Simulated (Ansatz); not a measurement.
**W(100) / 3 layers Mo(100) / W(100): resistance against film thickness**

Wanted: interface resistance and thickness dependence for W(100) / 3 layers Mo(100) / W(100).

Calculated with Ansatz 0.2.0; Ansatz plane-wave DFT, PBE, PAW files; ballistic transport by layer matching (Landauer), zero bias; PAW set soft_1, in the first sound run; inputs show where later runs differ.

### 1. Starting point

The cell holds 14 atoms: 11 W and 3 Mo. Its edges and angles: a = 3.165 Å, b = 3.165 Å, c = 22.074 Å, α = 90.0°, β = 90.0°, γ = 90.0°. It derives from W and Mo. Regions: lead, 11 atoms (11 W); films, 3 atoms (3 Mo). The structure is stacked along c, and the current runs across the ab planes.

### 2. With 3 layers

The film is laid into the lead at the lead's in-plane lattice, and the cell closes on the lead's own image. The mesh across the current, 24×24, is finer than the density's, because channels open and close sharply across the zone. Energies from -1 to 1 eV in steps of 0.036 eV cover the slope of the Fermi function at 300 K, so the program can form a conductance.

input.yaml

```yaml
crystal:
  lattice:
    - [3.1648, 0.0, 0.0]
    - [0.0, 3.1648, 0.0]
    - [0.0, 0.0, 22.0739496673]
  atoms:
    - { symbol: W, position: [0.0, 0.0, 0.035843155] }
    - { symbol: W, position: [0.5, 0.5, 0.1075294651] }
    - { symbol: W, position: [0.0, 0.0, 0.1792157751] }
    - { symbol: W, position: [0.5, 0.5, 0.2509020852] }
    - { symbol: W, position: [0.0, 0.0, 0.3225883953] }
    - { symbol: Mo, position: [0.5, 0.5, 0.3936733152] }
    - { symbol: Mo, position: [0.0, 0.0, 0.464156845] }
    - { symbol: Mo, position: [0.5, 0.5, 0.5346403748] }
    - { symbol: W, position: [0.0, 0.0, 0.6057252947] }
    - { symbol: W, position: [0.5, 0.5, 0.6774116047] }
    - { symbol: W, position: [0.0, 0.0, 0.7490979148] }
    - { symbol: W, position: [0.5, 0.5, 0.8207842249] }
    - { symbol: W, position: [0.0, 0.0, 0.8924705349] }
    - { symbol: W, position: [0.5, 0.5, 0.964156845] }
kpoints:
  mp_grid: { grid: [12, 12, 2] }
hamiltonian:
  xc: pbe
  pseudopotentials: { kind: paw, azcp: { folder: soft_1 } }
scf:
  occupations: { method: fermi_dirac, width: 0.1 }
output:
  transmission: { leads: [[0, 1]], kmesh: [24, 24], e_range: [-1.0, 1.0], de: 0.036 }
  write_potential: true
  write_density: true
  volumetric_format: npy
  elf: true
```

Run with:

```bash
$ ansatz run input.yaml --threads 4 --pin off --max-ram 8192MiB --backend cpu --events-out ev --progress --plain --runs-dir out
```

Numbers of over 12 decimals in the logs are rounded to 6 here.

The program printed:

```text
Engine: ansatz 0.2.0, aarch64-unknown-linux-gnu
Pseudopotentials: kind: paw
Pseudopotential: W, paw, valence charge 14, recommended cutoff 420 eV (normal), soft_1/W.paw.azcp
Pseudopotential: Mo, paw, valence charge 14, recommended cutoff 420 eV (normal), soft_1/Mo.paw.azcp
Functional definition: PBE
  parameter kappa = 0.804
  parameter beta = 0.066725
  exchange = pbe_x(kappa = kappa, mu = beta*pi^2/3)
  correlation = pbe_c(beta = beta)
Crystal: 14 atoms, lattice volume = 221.092 Å³
Basis set: ecut = 420 eV, 4369 PW (Γ)
Bands: 118, of which v1, the nominal top of the filled ones, is band 98 counted from 1 (97 counted from 0)
Symmetry: 16 space group operations
Space group: P4/mmm (ITA 123), of the structure as read, at distance tolerance 6.0e-5 Å
k-points: 56 of 288
Non-local potential: W, projectors of the file, l = 0: 3, l = 1: 2, l = 2: 2, l = 3: 1
Non-local potential: Mo, projectors of the file, l = 0: 3, l = 1: 2, l = 2: 2, l = 3: 1
PAW form: soft (Blöchl's): semilocal exchange-correlation on the pseudo side does not see the compensation charge
PAW one-centre angular grid: W, 590 points (default); XC on 64 Gauss nodes
PAW one-centre angular grid: Mo, 590 points (default); XC on 64 Gauss nodes
Initial density: superposition of atomic densities (chi_scale 0.1, normalization cell, long waves of neutral atoms (reshape's long-wave potential 4.88 eV rms, cloud 3.16 Å wide))
Initial wavefunctions: pseudopotential atomic-orbital guess
Functional: x = pbe(κ = 0.804, μ = 0.219515), c = pbe(β = 0.066725)
SCF iter   1: F=—  HF=-129117.566563 eV  |F-HF|=—  |Δ(HF+E_count)|=         —  Δρ=7.27e-2  dr2=2.09e1  ethr=3.10e-3  ⟨swp⟩=4.2  Hψ=23620  notcnv=0
preconditioner: auto → Kerker (q_TF=auto, 2.674 Å⁻¹)  [metal: Δε(μ)=0.003 eV  Ē_g=5.233 eV  σ=0.100 eV  W_gap=0.01  n_scr=70 (ndim 8)  ℏωp=22.9 eV  f_vac=0.000  D(μ)=6.06/eV (n_scr^D=42)]
SCF iter   2: F=—  HF=-129114.808982 eV  |F-HF|=—  |Δ(HF+E_count)|=    2.76e0  Δρ=4.32e-2  dr2=1.03e1  ethr=3.10e-3  ⟨swp⟩=2.0  Hψ=10561  notcnv=0  defer=41
SCF iter   3: F=—  HF=-129113.386294 eV  |F-HF|=—  |Δ(HF+E_count)|=    1.42e0  Δρ=4.45e-3  dr2=6.88e-1  ethr=3.10e-3  ⟨swp⟩=2.7  Hψ=10692  notcnv=0  defer=39
SCF iter   4: F=—  HF=-129113.365851 eV  |F-HF|=—  |Δ(HF+E_count)|=   2.04e-2  Δρ=1.12e-3  dr2=3.65e-2  ethr=3.51e-4  ⟨swp⟩=1.6  Hψ=7576  notcnv=0  defer=9
SCF iter   5: F=—  HF=-129113.364436 eV  |F-HF|=—  |Δ(HF+E_count)|=   1.41e-3  Δρ=4.44e-4  dr2=1.33e-3  ethr=1.86e-5  ⟨swp⟩=1.3  Hψ=6679  notcnv=0  defer=9
SCF iter   6: F=—  HF=-129113.364360 eV  |F-HF|=—  |Δ(HF+E_count)|=   7.57e-5  Δρ=8.09e-5  dr2=5.32e-5  ethr=6.80e-7  ⟨swp⟩=2.0  Hψ=8296  notcnv=0  defer=9
SCF iter   7: F=—  HF=-129113.364462 eV  |F-HF|=—  |Δ(HF+E_count)|=   1.02e-4  Δρ=1.29e-5  dr2=3.75e-6  ethr=2.71e-8  ⟨swp⟩=1.5  Hψ=6817  notcnv=0  defer=9
SCF iter   8: F=—  HF=-129113.364461 eV  |F-HF|=—  |Δ(HF+E_count)|=   1.86e-7  Δρ=4.40e-6  dr2=2.85e-7  ethr=1.91e-9  ⟨swp⟩=1.6  Hψ=6808  notcnv=0  defer=9
SCF iter   9: F=-129113.364461 eV  HF=-129113.364461 eV  |F-HF|=3.09e-8  |Δ(HF+E_count)|=   1.98e-8  Δρ=1.54e-6  dr2=3.21e-8  ethr=5.10e-11  ⟨swp⟩=4.6  Hψ=14249  notcnv=0
SCF 1 converged in 9 iterations: F = -129113.364461 eV  dr2 = 3.21e-8
  greatest PAW one-centre occupation: 0.999 electrons in one spin orbital (limit 2), on the W atom at site 8 (counted from 0), in its partial waves of l = 0
transmission: 285 of 2821 steps passed
transmission: 568 of 2821 steps passed
[...]
transmission: 2821 of 2821 steps passed
SCF converged after 9 iterations
Free energy (F): -129113.364461 eV
Harris-Foulkes:  -129113.364461 eV  (|F-HF|=3.09e-8)
Internal energy: -129113.144505 eV  (E = F + TS)
E sigma→0 (E₀):  -129113.254483 eV
Entropy (-TS):   -0.219956 eV (-15.711 meV/atom)
Fermi energy:    22.172318 eV
--- Per-component energies (eV) ---
  E_band       = -1087.250798
  E_kinetic    = 5907.712872
  E_local      = -8268.802650  (includes V_loc(G=0)·N_el)
  E_nonlocal   = 163.879014
  E_hartree    = 3291.501252
  E_xc         = -3475.069153
  E_vxc        = -3206.114992  (∫ρ·V_xc dr)
  E_paw        = -103991.901886  (= ΣΔE_a)
  E_vpaw       = -2266.926312  (= ΣTr[D̂ρ^β])
  E_aug_tail   = 0.001774  (compensation charges beyond the density's cutoff)
  E_ewald      = -22740.465727
  E_smearing   = -0.219956  (= −TS)
  E_closure    = 0.000000  (closes the sum)
  Σ components = -129113.364461   (vs F -129113.364461, Δ=0.00e0)
--- Band table (eV; the first three rows and the last of 56) ---
  k-point 0: bands = [... 94 lower, 21.2459, 21.2459, 21.7384, 21.7416, 21.9962, 22.0180, 22.0803, 22.0803, ... 16 higher]
  k-point 1: bands = [... 94 lower, 21.3465, 21.3868, 21.5700, 21.5700, 21.6113, 21.6113, 22.1882, 22.2329, ... 16 higher]
  k-point 2: bands = [... 94 lower, 21.5744, 21.5930, 21.6678, 21.6991, 22.1666, 22.1982, 22.2324, 22.2326, ... 16 higher]
  k-point 55: bands = [... 94 lower, 22.6351, 22.6351, 22.9981, 22.9981, 23.8713, 23.8752, 24.2773, 24.3543, ... 16 higher]
--- Transmission ---
  basis      : 89 plane waves across, 31 finite elements along
  points     : 91, standing for a mesh of 24 x 24
  filling    : by the input's occupations and mesh, since the crystals that have channels conduct as metals do. If one of these is a semiconductor, that mesh has misplaced its level
  energies   : 56 from -1.000000 to 0.980000 eV about the Fermi level, 0.036000 eV apart; the leads are filled to 0.000000 eV, and channels, transmission and decay are at 0.008000 eV
  crystal 0  : W1, at the sites [0, 1], period 1.5824 Å, over 17.41 Å; its Hamiltonian steps by up to 1.5 meV
    offset         : up to 0.0000 Å between an atom of the period and one for which it stands
    filled         : 21.4 meV under the level at which it is neutral
    channels       : 1.246528e0 a spin
    conductance    : 9.5218e14 S/m² at 300 K; may be off by some 0.0 % by where its bands' edges are placed, 6.7 % from the k-mesh, 1.7 % from the distance to neutral
    slowest decay  : 0.0202 /Å at (0.2917, 0.2500)
  junction   : crystal 0 to crystal 0, -0.70 to 19.79 Å
    transmission   : 1.071351e0 a spin
    conductance    : 8.3091e14 S/m² at 300 K (8.7086e14 on every other point, 8.2724e14 on every other energy)
    error estimate : 0.4 % from the energy spacing and 0.0 % from band edges of the leads and from resonances (wavevectors taken as independent; lower de), 6.4 % from the k-mesh, 0.5 % from the steps of its leads' Hamiltonians or their offsets (lay more layers), 1.8 % from the distance to neutral
    resistance     : 1.5368e-4 Ω µm² beyond half of each lead's own
```

Wall time 3.8 min (4 threads of Arm Neoverse V1, shared host); peak memory 1.4 GiB; 14 min of CPU time.

The column dr2 measures how far the density is from self-consistency, as an energy; F and HF (Harris–Foulkes) agree once it is small.

Numbers from this step:

```
free energy                                                                : -129113.3645 eV
energy at zero smearing                                                    : -129113.2545 eV
Fermi energy                                                               : 22.17 eV
cell area                                                                  : 10.02 Å²
step of the lead's potential                                               : 1.5 meV
ballistic conductance of the lead                                          : 9.52e14 S/m²
estimated errors of the lead's conductance                                 : 0, 6.7, 1.7 % (band edges, k-mesh, distance from neutral)
lead conductance per cell                                                  : 1.231 G₀
conductance of the junction                                                : 8.31e14 S/m²
junction conductance per cell                                              : 1.074 G₀
estimated errors of the junction's conductance                             : 0.4, 0, 6.4, 0.5, 1.8 % (energy step, band edges, k-mesh, leads' steps, distance from neutral)
area resistance that the stack adds (contact term taken off, spin by spin) : 0.1537 fΩ m²
```

Per spin. Table of transmission, zone mean by energy, zero at the Fermi level:

| energy (eV) | transmission, zone mean |
| --- | --- |
| -1.000 | 1.19 |
| -0.964 | 1.18 |
| -0.892 | 1.17 |
| -0.856 | 1.13 |
| -0.784 | 1.14 |
| -0.748 | 1.13 |
| -0.676 | 1.09 |
| -0.640 | 1.08 |
| -0.568 | 1.05 |
| -0.532 | 1.04 |
| -0.460 | 1.04 |
| -0.424 | 1.03 |
| -0.352 | 1.05 |
| -0.316 | 1.06 |
| -0.244 | 1.07 |
| -0.208 | 1.07 |
| -0.136 | 1.06 |
| -0.100 | 1.05 |
| -0.028 | 1.03 |
| 0.008 | 1.07 |
| 0.080 | 1.14 |
| 0.116 | 1.22 |
| 0.188 | 1.30 |
| 0.224 | 1.37 |
| 0.296 | 1.44 |
| 0.332 | 1.49 |
| 0.404 | 1.62 |
| 0.440 | 1.67 |
| 0.512 | 1.68 |
| 0.548 | 1.71 |
| 0.620 | 1.74 |
| 0.656 | 1.81 |
| 0.728 | 1.90 |
| 0.764 | 1.93 |
| 0.836 | 1.93 |
| 0.872 | 1.96 |
| 0.944 | 2.01 |
| 0.980 | 2.00 |

Per spin. Open channels, zone mean, lead against energy, zero at the Fermi level:

energy (eV), open channels, zone mean, lead and a bar from the least value:
```
   -1.000       1.31 ####
   -0.892       1.27 ###
   -0.820       1.25 ###
   -0.712       1.29 ####
   -0.640       1.23 ##
   -0.532       1.19 #
   -0.424       1.15 
   -0.352       1.15 
   -0.244       1.20 #
   -0.136       1.21 ##
   -0.064       1.17 #
    0.008       1.25 ###
    0.044       1.27 ###
    0.116       1.35 #####
    0.224       1.53 ##########
    0.332       1.69 ##############
    0.404       1.82 ##################
    0.512       1.85 ###################
    0.620       1.98 ######################
    0.692       2.13 ##########################
    0.800       2.15 ###########################
    0.872       2.17 ###########################
    0.980       2.27 ##############################
```

Transmission over k1 and k2. At 0.0080 eV from the Fermi level.

Values, 12 rows by 16 columns, each cell a mean:
```
0.94 0.30 0.00 0.00 0.00 0.00 1.24 2.37 2.94 2.26 0.52 0.00 0.00 0.00 0.02 0.52
0.00 0.00 0.00 0.00 0.00 0.00 0.47 1.79 2.23 1.60 0.00 0.00 0.00 0.00 0.00 0.00
0.00 0.00 0.00 0.00 0.00 0.33 1.12 1.99 2.42 1.69 0.82 0.16 0.00 0.00 0.00 0.00
0.00 0.00 0.00 0.00 0.66 0.98 1.70 1.95 1.96 1.95 1.38 0.98 0.33 0.00 0.00 0.00
2.17 1.26 0.63 0.97 1.45 1.81 2.24 3.17 3.37 3.00 1.94 1.70 1.26 0.94 0.61 1.67
3.68 2.56 2.11 2.65 1.96 1.96 3.19 3.92 3.95 3.89 2.56 1.96 2.24 2.49 2.01 3.08
3.58 1.94 1.62 1.84 1.90 1.95 2.85 3.87 3.91 3.83 2.23 1.95 1.85 1.88 1.38 2.69
0.43 0.38 0.00 0.33 1.03 1.34 1.93 2.24 2.42 2.09 1.77 1.22 0.82 0.16 0.12 0.40
0.00 0.00 0.00 0.00 0.16 0.82 1.36 1.93 1.96 1.89 1.07 0.66 0.00 0.00 0.00 0.00
0.00 0.00 0.00 0.00 0.00 0.00 0.80 2.01 2.66 1.71 0.33 0.00 0.00 0.00 0.00 0.00
0.22 0.02 0.00 0.00 0.00 0.00 0.57 1.45 2.13 1.21 0.24 0.00 0.00 0.00 0.00 0.05
1.51 0.72 0.00 0.00 0.00 0.00 1.72 3.58 3.67 3.51 0.57 0.00 0.00 0.00 0.12 1.07
```
Columns: k1 (b1) from -0.5 to 0.458; rows upwards: k2 (b2) from -0.5 to 0.458.

Open channels over k1 and k2. At 0.0080 eV from the Fermi level.

Ten even steps from '0' (0.00) to '9' (5.00):
```
442000000288888200000024
420000000226862200000002
000000000024442000000000
000000000044644000000000
000000000226962200000000
000000002244444220000000
000000022444444422000000
000000222444444422200000
422002244448884444220022
882242444488888444424228
886446444888888844464468
888469444888888844496488
886446444888888844464468
882242444488888444424228
422002244448884444220022
000000222444444422200000
000000022444444422000000
000000002244444220000000
000000000226962200000000
000000000044644000000000
000000000024442000000000
420000000226862200000002
442000000288888200000024
444000000488888400000044
```
Columns: k1 (b1) from -0.5 to 0.458; rows upwards: k2 (b2) from -0.5 to 0.458.

Valence density in the ca plane at fractional y = 0.000, with atoms of W and Mo within 0.2 Å of it. It is the smooth field of the valence electrons, not physical close to the nuclei.

Values in e/Å³, 5 rows by 16 columns, each cell a mean:
```
3.3 2.4 0.3 2.5 3.2 0.3 1.7 3.9 0.4 1.2 4.6 0.6 0.7 4.3 1.0 0.4
0.6 0.5 0.3 0.5 0.5 0.3 0.4 0.6 0.3 0.3 0.6 0.3 0.3 0.6 0.4 0.3
0.3 0.3 0.3 0.3 0.3 0.3 0.3 0.3 0.3 0.3 0.3 0.3 0.3 0.3 0.3 0.3
1.1 0.8 0.3 0.9 1.1 0.3 0.6 1.3 0.3 0.5 1.4 0.4 0.4 1.4 0.5 0.3
4.0 3.0 0.3 3.1 3.9 0.3 2.2 4.7 0.5 1.5 5.8 0.8 0.9 5.2 1.3 0.5
```
Columns run along c (16.0 Å, from fractional 0.00 to 0.72 of the cell), rows up along a (3.2 Å). Atoms in or near the plane, at fractional coordinates: W at (0.04, 0.00), W at (0.18, 0.00), W at (0.32, 0.00), Mo at (0.46, 0.00), W at (0.61, 0.00).

Electrostatic potential energy in the ca plane at fractional y = 0.000, with atoms of W and Mo within 0.2 Å of it. With pseudopotentials it is smooth inside the atoms' cores, unlike the true potential.

Values in eV, 5 rows by 16 columns, each cell a mean:
```
-16  -9  21 -10 -15  20  -2 -20  16   3 -23  12  10 -21   6  16
 12  15  23  15  12  22  17  10  22  20  10  21  21   9  20  22
 21  22  23  22  21  23  22  21  23  23  21  23  23  21  22  23
  3   8  22   7   3  22  12   0  21  16  -3  19  18  -2  16  20
-19 -13  20 -14 -18  19  -6 -22  14  -1 -25   8   6 -23   2  14
```
Columns run along c (16.0 Å, from fractional 0.00 to 0.72 of the cell; values clipped at the 3rd and 97th percentile), rows up along a (3.2 Å). Atoms in or near the plane, at fractional coordinates: W at (0.04, 0.00), W at (0.18, 0.00), W at (0.32, 0.00), Mo at (0.46, 0.00), W at (0.61, 0.00).

ELF in the ca plane at fractional y = 0.000, with atoms of W and Mo within 0.2 Å of it. It is the smooth field of the valence electrons, not physical close to the nuclei.

Ten even steps from '0' (0.16) to '9' (0.70), each cell a mean:
```
68585032177583141286681230498960331775931411
26762255236752364146641452267632552367523541
20003555420013555410014554200024554200135554
64346544654356545653355434542355445543565456
42124555541135555531135444420134445411355555
12221465312212465212212553122213553122124652
49884153169882253278871341399951441698822531
66066031174083030282281120595870221740840311
```
Columns run along c (16.0 Å, from fractional 0.00 to 0.72 of the cell), rows up along a (3.2 Å). Atoms in or near the plane, at fractional coordinates: W at (0.04, 0.00), W at (0.18, 0.00), W at (0.32, 0.00), Mo at (0.46, 0.00), W at (0.61, 0.00).

The lead's potential steps by 1.5 meV from period to period, small in itself. The program estimates the junction's conductance to 6.4 % from the k-mesh, 1.8 % from the leads' distance from neutral and 0.5 % from their steps.

By hand: 1/G − 1/G_lead = 1/0.8309 − 1/0.9522 = 0.153 fΩ m² with G in 10¹⁵ S/m².

### 3. With 5 layers, k-mesh 12×12×1, film layers 5

The stack now holds 5 film layers; the k-mesh follows the cell, and the energies span -0.27 to 0.27 eV.

System of this step: W(100) / 5 layers Mo(100) / W(100). The cell holds 16 atoms: 11 W and 5 Mo. Cell: a = 3.165 Å, b = 3.165 Å, c = 25.186 Å, α = 90.0°, β = 90.0°, γ = 90.0°. It derives from W and Mo. Regions: lead, 11 atoms (11 W); films, 5 atoms (5 Mo). The structure is stacked along c, and the current runs across the ab planes.

input.yaml

```yaml
crystal:
  lattice:
    - [3.1648, 0.0, 0.0]
    - [0.0, 3.1648, 0.0]
    - [0.0, 0.0, 25.1856494454]
  atoms:
    - { symbol: W, position: [0.0, 0.0, 0.031414715] }
    - { symbol: W, position: [0.5, 0.5, 0.0942441451] }
    - { symbol: W, position: [0.0, 0.0, 0.1570735751] }
    - { symbol: W, position: [0.5, 0.5, 0.2199030052] }
    - { symbol: W, position: [0.0, 0.0, 0.2827324352] }
    - { symbol: Mo, position: [0.5, 0.5, 0.3450347772] }
    - { symbol: Mo, position: [0.0, 0.0, 0.4068100311] }
    - { symbol: Mo, position: [0.5, 0.5, 0.468585285] }
    - { symbol: Mo, position: [0.0, 0.0, 0.5303605389] }
    - { symbol: Mo, position: [0.5, 0.5, 0.5921357928] }
    - { symbol: W, position: [0.0, 0.0, 0.6544381347] }
    - { symbol: W, position: [0.5, 0.5, 0.7172675648] }
    - { symbol: W, position: [0.0, 0.0, 0.7800969948] }
    - { symbol: W, position: [0.5, 0.5, 0.8429264249] }
    - { symbol: W, position: [0.0, 0.0, 0.9057558549] }
    - { symbol: W, position: [0.5, 0.5, 0.968585285] }
kpoints:
  mp_grid: { grid: [12, 12, 1] }
hamiltonian:
  xc: pbe
  pseudopotentials: { kind: paw, azcp: { folder: soft_1 } }
scf:
  occupations: { method: fermi_dirac, width: 0.1 }
output:
  transmission:
    leads: [[0, 1]]
    kmesh: [24, 24]
    e_range: [-0.27, 0.27]
    de: 0.036
  write_potential: true
  write_density: true
  volumetric_format: npy
```

The program printed:

```text
[...]
Crystal: 16 atoms, lattice volume = 252.258 Å³
Basis set: ecut = 420 eV, 4965 PW (Γ)
Bands: 135, of which v1, the nominal top of the filled ones, is band 112 counted from 1 (111 counted from 0)
Symmetry: 16 space group operations
[...]
k-points: 28 of 144
[...]
--- Transmission ---
  basis      : 89 plane waves across, 37 finite elements along
  points     : 91, standing for a mesh of 24 x 24
[...]
filled         : 30.5 meV under the level at which it is neutral
    channels       : 1.246528e0 a spin
[...]
slowest decay  : 0.0196 /Å at (0.2917, 0.2500)
  junction   : crystal 0 to crystal 0, -0.70 to 22.91 Å
    transmission   : 1.068712e0 a spin
[...]
resistance     : 1.5673e-4 Ω µm² beyond half of each lead's own
[key lines of the parts left out:]
SCF converged after 9 iterations
Free energy (F): -139025.474927 eV
Fermi energy:    22.042424 eV
```

Wall time 1.7 min (4 threads); peak memory 1.3 GiB; 6.2 min of CPU time.

This step gave:

```
free energy                                                                : -139025.4749 eV
energy at zero smearing                                                    : -139025.3388 eV
Fermi energy                                                               : 22.04 eV
step of the lead's potential                                               : 1.3 meV
ballistic conductance of the lead                                          : 9.46e14 S/m²
estimated errors of the lead's conductance                                 : 0, 6.7, 2.5 % (band edges, k-mesh, distance from neutral)
lead conductance per cell                                                  : 1.222 G₀
conductance of the junction                                                : 8.24e14 S/m²
junction conductance per cell                                              : 1.065 G₀
estimated errors of the junction's conductance                             : 0, 0.1, 6.3, 0.4, 2.3 % (energy step, band edges, k-mesh, leads' steps, distance from neutral)
area resistance that the stack adds (contact term taken off, spin by spin) : 0.1567 fΩ m²
```

Per spin. The transmission, zone mean by energy, zero at the Fermi level:

| energy (eV) | transmission, zone mean |
| --- | --- |
| -0.270 | 1.07 |
| -0.234 | 1.08 |
| -0.198 | 1.08 |
| -0.162 | 1.07 |
| -0.126 | 1.06 |
| -0.090 | 1.03 |
| -0.054 | 1.03 |
| -0.018 | 1.04 |
| 0.018 | 1.07 |
| 0.054 | 1.11 |
| 0.090 | 1.15 |
| 0.126 | 1.21 |
| 0.162 | 1.26 |
| 0.198 | 1.28 |
| 0.234 | 1.35 |
| 0.270 | 1.40 |

The conductance of the junction is 8.2e14 S/m², 0.84 % under the 8.3e14 S/m² of the last finished run, within the error estimates, leads' steps apart, of 6.4 and 6.3 %.

(Part 1 of 2 ends here.)

[Logs are printed without paths, hosts, clocks, repeated set-up lines and the standing remarks that a program may print on its own settings, such as how far it seeks lower states.]

[Hosts, paths, dates, database ids (printed as entryN), source tags and the programs' standing remarks are cut or masked in the printed files.]
